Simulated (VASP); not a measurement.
**VASP 6.6.1 run: C**

INCAR

```
LCHARG = .FALSE.
LWAVE = .FALSE.
NBANDS = 11
ALGO = VeryFast
IBRION = -1
METAGGA = R2SCAN
EDIFF = 1E-7
ISYM = -1
PREC = Accurate
NELM = 84
ENCUT = 520
SIGMA = 0.01
LREAL = .TRUE.
ISMEAR = 0
LASPH = .TRUE.
ISIF = 2
NSW = 0
```

KPOINTS

```
KPOINTS created by Atomic Simulation Environment
0
Gamma
4 4 4
0 0 0
```

POSCAR

```
C
 1.0000000000000000
     0.0000000000000000    1.8513291082000001    1.7651985347000001
     1.8513291082000001    0.0000000000000000    1.7651985347000001
     1.8513291082000001    1.8513291082000001    0.0000000000000000
 C
   2
Cartesian
  0.0000000000000000  0.0000000000000000  0.0000000000000000
  0.9256645541000000  0.9256645541000000  0.8825992673500000
```

The recommended PBE PAW datasets give the neutral cell 8 valence electrons.

Command

```
mpirun -np 1 vasp_std
```

OSZICAR

```
N       E                     dE             d eps       ncg     rms          rms(c)
RMM:   1     0.263305547424E+02    0.26331E+02   -0.21691E+03   704   0.512E+02
RMM:   2    -0.117761102790E+02   -0.38107E+02   -0.30149E+02   704   0.106E+02
RMM:   3    -0.203161414487E+02   -0.85400E+01   -0.42493E+01   704   0.400E+01
RMM:   4    -0.214640686726E+02   -0.11479E+01   -0.60449E+00   704   0.160E+01
RMM:   5    -0.215910175336E+02   -0.12695E+00   -0.77529E-01   704   0.537E+00
RMM:   6    -0.216052476346E+02   -0.14230E-01   -0.94394E-02   704   0.184E+00
RMM:   7    -0.216066789386E+02   -0.14313E-02   -0.11303E-02   704   0.610E-01
RMM:   8    -0.216068418914E+02   -0.16295E-03   -0.13375E-03   704   0.203E-01
RMM:   9    -0.216068595965E+02   -0.17705E-04   -0.15803E-04  1721   0.665E-02
RMM:  10    -0.216068620207E+02   -0.24242E-05   -0.21350E-05  1586   0.231E-02
RMM:  11    -0.216068622484E+02   -0.22767E-06   -0.19773E-06  1482   0.670E-03
RMM:  12    -0.216068622778E+02   -0.29399E-07   -0.27925E-07  1349   0.226E-03    0.476E+00
RMM:  13    -0.194584924991E+02    0.21484E+01   -0.20211E-01  2627   0.339E+00    0.358E+00
RMM:  14    -0.193765159000E+02    0.81977E-01   -0.17957E-01  2562   0.297E+00    0.635E-01
RMM:  15    -0.193768702609E+02   -0.35436E-03   -0.25473E-04  1594   0.153E-01    0.320E-01
RMM:  16    -0.193772091031E+02   -0.33884E-03   -0.15054E-04  1546   0.147E-01    0.113E-02
RMM:  17    -0.193772114762E+02   -0.23731E-05   -0.55614E-06  1592   0.262E-02    0.335E-03
RMM:  18    -0.193772118943E+02   -0.41814E-06   -0.59703E-07  1616   0.682E-03    0.127E-03
RMM:  19    -0.193772118250E+02    0.69357E-07   -0.25884E-08  1253   0.182E-03
   1 F= -.19377212E+02 E0= -.19377212E+02  d E =-.921250-138
```

From OUTCAR

```
k-points           NKPTS =     64   k-points in BZ     NKDIM =     64   number of bands    NBANDS=     11

   NELECT =       8.0000    total number of electrons

   dimension x,y,z NGX =    20 NGY =   20 NGZ =   20
   dimension x,y,z NGXF=    40 NGYF=   40 NGZF=   40

  energy-cutoff  :      520.00
  volume of cell :       12.10
      direct lattice vectors                 reciprocal lattice vectors
     0.000000000  1.851329108  1.765198535    -0.270076238  0.270076238  0.283254257
     1.851329108  0.000000000  1.765198535     0.270076238 -0.270076238  0.283254257
     1.851329108  1.851329108  0.000000000     0.270076238  0.270076238 -0.283254257

 k-points in reciprocal lattice and weights: KPOINTS created by Atomic Simulation Env
   0.00000000  0.00000000  0.00000000       0.016
   0.25000000  0.00000000  0.00000000       0.016
   0.50000000  0.00000000  0.00000000       0.016
  -0.25000000  0.00000000  0.00000000       0.016
   0.00000000  0.25000000  0.00000000       0.016
   0.25000000  0.25000000  0.00000000       0.016
   0.50000000  0.25000000  0.00000000       0.016
  -0.25000000  0.25000000  0.00000000       0.016
   ...

 E-fermi :   9.4607

 k-point     1 :       0.0000    0.0000    0.0000
  band No.  band energies     occupation
      1     -12.9940      2.00000
      2       8.6052      2.00000
      3       8.6052      2.00000
      4       9.2851      2.00000
      5      14.0916      0.00000
      6      14.7118      0.00000
      7      14.7118      0.00000
      8      21.1105      0.00000
      9      28.3592      0.00000
     10      34.2927      0.00000
     11      36.0985      0.00000

 k-point     2 :       0.2500    0.0000    0.0000
  band No.  band energies     occupation
      1     -11.2809      2.00000
      2       2.1385      2.00000
      3       6.7693      2.00000
      4       7.4104      2.00000
      5      16.0499      0.00000
      6      16.7498      0.00000
      7      17.2528      0.00000
      8      23.1554      0.00000
      9      29.7353      0.00000
     10      31.2233      0.00000
     11      34.8367      0.00000

 k-point     3 :       0.5000    0.0000    0.0000
  band No.  band energies     occupation
      1      -7.4009      2.00000
      2      -4.5025      2.00000
      3       5.6230      2.00000
      4       6.4303      2.00000
      5      16.4374      0.00000
      6      17.2412      0.00000
      7      18.2164      0.00000
      8      24.8927      0.00000
      9      31.0095      0.00000
     10      32.9965      0.00000
     11      35.1752      0.00000

 k-point     4 :      -0.2500    0.0000    0.0000
  band No.  band energies     occupation
      1     -11.2809      2.00000
      2       2.1385      2.00000
      3       6.7693      2.00000
      4       7.4104      2.00000
      5      16.0499      0.00000
      6      16.7498      0.00000
      7      17.2528      0.00000
      8      23.1554      0.00000
      9      29.7352      0.00000
     10      31.2170      0.00000
     11      31.9133      0.00000

 k-point     5 :       0.0000    0.2500    0.0000
  band No.  band energies     occupation
      1     -11.2809      2.00000
      2       2.1385      2.00000
      3       6.7693      2.00000
      4       7.4104      2.00000
      5      16.0499      0.00000
      6      16.7498      0.00000
      7      17.2528      0.00000
      8      23.1554      0.00000
      9      29.7353      0.00000
     10      31.2285      0.00000
     11      34.8053      0.00000

 ...

  Total       -4.7863075     -4.7863087     -1.7072291      0.0000010     -0.0000004     -0.0000020
  in kB     -633.7534906   -633.7536544   -226.0536728      0.0001295     -0.0000513     -0.0002673
  external PRESSURE =    -497.8536059 kB  Pullay stress =       0.0000000 kB

 POSITION                                       TOTAL-FORCE (eV/Angst)
 -----------------------------------------------------------------------------------
      0.00000      0.00000      0.00000         0.000000     -0.000001     -0.000000
      0.92566      0.92566      0.88260        -0.000000      0.000001      0.000000
 -----------------------------------------------------------------------------------
    total drift:                                0.000000      0.000000     -0.000000

  FREE ENERGIE OF THE ION-ELECTRON SYSTEM (eV)
  ---------------------------------------------------
  free  energy   TOTEN  =       -19.3772118250 eV

  energy  without entropy=      -19.3772118250  energy(sigma->0) =      -19.37721182
```

It converged. Results: gap between bands v and c on the k mesh 3.36 eV; least direct gap on the k mesh 4.81 eV; pressure -49.8 GPa. Band v is the last that the valence electrons fill when counted band by band, and c is the next.

These settings aren't sound, so the numbers aren't properties of the crystal.

On sound settings r²SCAN gives a gap of 3.00 eV on its mesh and a pressure of -26.8 GPa for the intended cell.

The run took about 47 s on one core of a shared host (Intel Xeon Platinum 8488C) and held 0.12 GiB at most.
